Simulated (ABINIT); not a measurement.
# AlCo (Pm-3m) in ABINIT: further runs, part 2 of 2

ABINIT 10.8.3 (patched build). Earlier steps stand in the parts before.

## 5. Band structure, PW91, collinear spin, ferromagnetic start

run.abi reads:

```
# Datasets: ground state, then fixed potential
ndtset 2

# Pseudopotentials
pp_dirpath "./"
pseudos "Co.GGA_PBE-JTH.xml, Al.GGA_PBE-JTH.xml"

# Structure
acell 2.81940321 2.81940321 2.81940321 Angstrom
rprim
     1.0000000000     0.0000000000     0.0000000000
     0.0000000000     1.0000000000     0.0000000000
     0.0000000000     0.0000000000     1.0000000000
ntypat 2
znucl 27 13
natom 2
typat 1 2
xred
     0.5000000000     0.5000000000     0.5000000000
     0.0000000000     0.0000000000     0.0000000000

# Plane-wave basis
ecut 843.552974 eV
pawecutdg 53.0
pawxcdev 0

# Exchange and correlation
ixc -109134

# Bands and occupations
occopt 3
tsmear 0.05 eV

# Spin
nsppol 2
spinat
     0.0000000000     0.0000000000     2.0000000000
     0.0000000000     0.0000000000     0.0000000000

# SCF cycle
nstep 100

# Output
iomode 3
prtwf 0
prteig 0
prtebands 0
enunit 1
prtden1 1

# Dataset 1
kptopt1 1
ngkpt1 9 9 9
nshiftk1 1
shiftk1 0.0 0.0 0.0
nband1 15
tolvrs1 1.0e-9

# Dataset 2: bands along G-X-M-G-R-X
iscf2 -2
getden2 1
nband2 21
nbdbuf2 4
tolwfr2 1.0e-11
kptopt2 -5
ndivsm2 6
prteig2 1
prtvol2 -3
kptbounds2
     0.0000000000     0.0000000000     0.0000000000
     0.0000000000     0.5000000000     0.0000000000
     0.5000000000     0.5000000000     0.0000000000
     0.0000000000     0.0000000000     0.0000000000
     0.5000000000     0.5000000000     0.5000000000
     0.0000000000     0.5000000000     0.0000000000
```

Potentials or basis: JTH PAW PBE v2.0.

The run is started by

```
> abinit run.abi > log 2>&1
```

run.abo:

```text
.Version 10.8.3 of ABINIT
 DATASET    1 : space group Pm -3 m (#221); Bravais cP (primitive cubic)
================================================================================
 Values of the parameters that define the memory need for DATASET  1.
     intxc =       0    ionmov =       0      iscf =      17    lmnmax =      18
     lnmax =       6     mgfft =      30  mpssoang =       3    mqgrid =    3001
     natom =       2  nloc_mem =       2    nspden =       2   nspinor =       1
    nsppol =       2      nsym =      48    n1xccc =       1    ntypat =       2
    occopt =       3   xclevel =       2
       mpw =        1267          nfft =       27000          nkpt =          35
 PAW method is used; the additional fine FFT grid is defined by:
   mgfftf=        36    nfftf =     46656
================================================================================
================================================================================

 DATASET    2 : space group Pm -3 m (#221); Bravais cP (primitive cubic)
================================================================================
 Values of the parameters that define the memory need for DATASET  2.
     intxc =       0    ionmov =       0      iscf =      -2    lmnmax =      18
     lnmax =       6     mgfft =      30  mpssoang =       3    mqgrid =    3001
     natom =       2  nloc_mem =       2    nspden =       2   nspinor =       1
    nsppol =       2      nsym =      48    n1xccc =       1    ntypat =       2
    occopt =       3   xclevel =       2
       mpw =        1269          nfft =       27000          nkpt =          39
[... 1177 lines left out ...]
 -81.24298  -44.61158  -44.58525  -44.58525    3.35958    9.92688   10.66826   12.09335
  12.09335   12.65271   15.07070   21.12554   21.12554   22.20292   26.15207   30.04129
  30.04129   32.31111   33.05062   34.57670   35.41943
 kpt#   5, nband= 21, wtk=  1.00000, kpt=  0.0000  0.3333  0.0000 (reduced coord)
[... 125 lines left out ...]
  12.11380   12.27875   13.69888   20.09424   21.08244   21.76874   21.85015   29.33682
  30.41679   33.89777   33.92827   34.63292   36.55694
 kpt#  37, nband= 21, wtk=  1.00000, kpt=  0.1250  0.5000  0.1250 (reduced coord)
 -81.24017  -44.63428  -44.58971  -44.58953    6.91299    7.25944   11.14867   11.29193
  11.93718   12.42614   13.67850   20.73555   22.49567   22.75614   23.22804   28.08478
  30.87294   32.50963   32.98742   33.06872   38.36680
 kpt#  38, nband= 21, wtk=  1.00000, kpt=  0.0625  0.5000  0.0625 (reduced coord)
 -81.24092  -44.63541  -44.58496  -44.58488    6.66404    6.81600   11.03024   11.57598
  11.74160   12.63959   13.67831   21.49745   23.71931   23.75116   24.65493   26.25704
  29.61928   30.87282   31.11258   34.61941   39.28979
 kpt#  39, nband= 21, wtk=  1.00000, kpt=  0.0000  0.5000  0.0000 (reduced coord)
 -81.24119  -44.63581  -44.58325  -44.58325    6.57897    6.66465   10.99180   11.67801
  11.67801   12.71197   13.68162   21.94788   24.27162   24.27162   25.44228   25.44228
  28.77071   30.18532   30.24535   35.36532   39.80794

== END DATASET(S) ==============================================================
================================================================================

 -outvars: echo values of variables after computation  --------
            acell      5.3278999054E+00  5.3278999054E+00  5.3278999054E+00 Bohr
           etotal1    -1.4867397119E+02
            fcart1    -0.0000000000E+00 -0.0000000000E+00 -0.0000000000E+00
                      -0.0000000000E+00 -0.0000000000E+00 -0.0000000000E+00
           strten1    -2.1551233297E-04 -2.1551233297E-04 -2.1551233297E-04
                       0.0000000000E+00  0.0000000000E+00  0.0000000000E+00
           xangst      1.4097016050E+00  1.4097016050E+00  1.4097016050E+00
                       0.0000000000E+00  0.0000000000E+00  0.0000000000E+00
             xred      5.0000000000E-01  5.0000000000E-01  5.0000000000E-01
                       0.0000000000E+00  0.0000000000E+00  0.0000000000E+00
 Calculation completed.
```

It took 1.8 min on 1 thread of Arm Neoverse V1, shared host; peak memory 0.14 GiB.

What came out:

- Free energy: -4045.6249 eV
- Pressure: 6.3 GPa
- Band gap on the k mesh: none (metal or under the smearing width)
- Net moment: 0.00 μB per cell
- Valence electrons inside the program's atomic spheres: Co 15.73; Al 0.86

Levels at the corners of the path, in eV from the Fermi level:
Spin up:
```csv
point,band 8,band 9,band 10,band 11,band 12,band 13
Γ,-0.89,-0.89,-0.89,6.10,6.10,6.10
X,-1.81,-1.81,-0.77,0.20,8.46,10.79
M,-2.75,-1.59,-1.59,-0.24,2.51,3.65
Γ,-0.89,-0.89,-0.89,6.10,6.10,6.10
R,-0.20,-0.20,2.39,2.39,2.39,4.37
X,-1.81,-1.81,-0.77,0.20,8.46,10.79
```
Spin down:
```tsv
point	band 7	band 8	band 9	band 10	band 11	band 12	band 13	band 14
Γ	-3.11	-0.89	-0.89	-0.89	6.10	6.10	6.10	8.91
X	-2.49	-1.81	-1.81	-0.77	0.20	8.46	10.79	10.79
M	-2.75	-2.75	-1.59	-1.59	-0.24	2.51	3.65	13.06
Γ	-3.11	-0.89	-0.89	-0.89	6.10	6.10	6.10	8.91
R	-4.11	-0.20	-0.20	2.39	2.39	2.39	4.37	5.51
X	-2.49	-1.81	-1.81	-0.77	0.20	8.46	10.79	10.79
```

Caveat: the starting moments collapsed, and a magnetic state may lie lower; the PAW data sets were made with another functional, which shifts forces and pressure a little.
